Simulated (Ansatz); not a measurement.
A run of Ansatz 0.2.0 is set up as follows.

Contents of input.yaml:

```yaml
crystal:
  lattice:
    - [3.35, 0.0, 0.0]
    - [-1.675, 2.9011851027, 0.0]
    - [0.0, 0.0, 5.86]
  atoms:
    - { symbol: Ta, position: [0.0, 0.0, 0.0], spin: 1.0 }
    - { symbol: S, position: [0.6666666667, 0.3333333333, 0.75] }
    - { symbol: S, position: [0.3333333333, 0.6666666667, 0.25] }
kpoints:
  mp_grid: { grid: [9, 9, 5] }
scf:
  occupations: { method: methfessel_paxton, width: 0.01 }
hamiltonian:
  xc: rpbe
  pseudopotentials: { kind: all_electron, lapw: { basis_error: 0.0005 } }
magnetization:
  spin_polarized: true
  initial_magnetization: 1.0
  spin_locking: { lock_magnetization: hard }
output: {}
phonons:
  method: fd
  supercell: [1, 1, 1]
```

Potentials or basis: all-electron LAPW, scalar-relativistic.

Run with:

```bash
$ ansatz run input.yaml --threads 2 --pin off --max-ram 6144MiB --backend cpu --events-out ev --progress --plain --runs-dir out
```

(1) Estimate the highest phonon frequency at Γ, LO-TO splitting left out.

(2) Predict the largest force.

## Answers

(1) 358 cm⁻¹.

(2) 1.170 eV/Å.

Caveat: a metal's response needs a denser mesh; the program listed the state as in doubt; the total moment is fixed, so each spin has its own Fermi level; forces of over 1 eV/Å show positions far from the minimum, so gaps and moduli don't describe the material at rest.
